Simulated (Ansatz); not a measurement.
HfN under changes of volume

One of the cells (11.482 Å³/atom); the others are scaled copies at fixed shape and fractional positions:

```
Hf N
1.0
     0.00000    2.25600    2.25600
     2.25600    0.00000    2.25600
     2.25600    2.25600    0.00000
Hf N
1 1
Direct
  0.00000 0.00000 0.00000
  0.50000 0.50000 0.50000
```

```yaml
Program: Ansatz 0.2.0
Functional: HSE06
Potentials_or_basis: Ansatz PAW
Cutoff: "420 eV (not typed: the program's choice for these potentials)"
k_mesh: 6 × 6 × 6
Occupations: fermi-dirac, width 0.05 eV
Spin: no spin polarisation
```

```csv
volume (Å³/atom),energy over the lowest point (meV/atom),pressure (GPa)
10.793,?,?
11.023,22.28,14.5
11.252,6.46,7.7
11.482,0.00,1.5
11.712,1.95,-4.1
11.941,11.29,-9.1
12.171,27.67,-13.6
```

**Question.** What does the run at 10.793 Å³/atom give?

**Answer.** Energy over the lowest point 48.51 meV/atom; pressure 22.1 GPa.

Worked out: A Birch-Murnaghan fit of order 3 (a polynomial in V^(-2/3)) to the other rows has its minimum at 11.54 Å³/atom with B0 = V·E''(V) = 286 GPa and B' = 4.3. It gives 48.49 meV/atom at 10.793 Å³/atom, against the run's 48.51, and -dE/dV = 22.2 GPa, against 22.1.

Energies are extrapolated to zero smearing.

Caveats: all runs use coarse meshes; the PAW data sets come from PBE, with cores solved anew for the run's functional, which leaves a small shift of forces and pressure; the thresholds are loose for stress.
